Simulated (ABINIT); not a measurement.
The system is HfB2.

```
Hf B
1.0
     3.14000    0.00000    0.00000
    -1.57000    2.71932    0.00000
     0.00000    0.00000    3.48000
Hf B
1 2
Direct
  0.00000 0.00000 0.00000
  0.66667 0.33333 0.50000
  0.33333 0.66667 0.50000
```

| Property | Result |
| --- | --- |
| Program | ABINIT 10.8.3 (patched build) |
| Task | single point |
| Functional | PBEsol |
| Potentials or basis | PseudoDojo NC SR PBEsol v0.4.1 standard |
| Cutoff | 1034 eV |
| k mesh | 10 × 10 × 8 |
| Occupations | fermi-dirac, width 0.05 eV |
| Spin | no spin polarisation |

On this cell: pressure -3.6 GPa; largest force under 0.003 eV/Å; band gap on the k mesh none (metal or under the smearing width).

The same run follows on a disturbed copy (atoms moved at random, drawn with an rms of 0.05 Å):

```
Hf B
1.0
     3.14000    0.00000    0.00000
    -1.57000    2.71932    0.00000
     0.00000    0.00000    3.48000
Hf B
1 2
Cartesian
  0.0187 -0.0103 -0.0103
  1.5755 0.9342 1.7097
  -0.0634 1.8359 1.6862
```

Task: What does the disturbed cell give?

Result: The energy (extrapolated to zero smearing) moves by +22.0 meV/atom; pressure -2.8 GPa; largest force 1.331 eV/Å; band gap on the k mesh none (metal or under the smearing width).

Forces on the atoms (eV/Å):
```
Hf  -0.673  0.519 -0.478
B   -0.598 -0.399  0.101
B    1.271 -0.120  0.376
```

Stress tensor (GPa, compression positive):
```
-2.26 -0.23  0.48
-0.23 -2.76 -0.32
 0.48 -0.32 -3.48
```
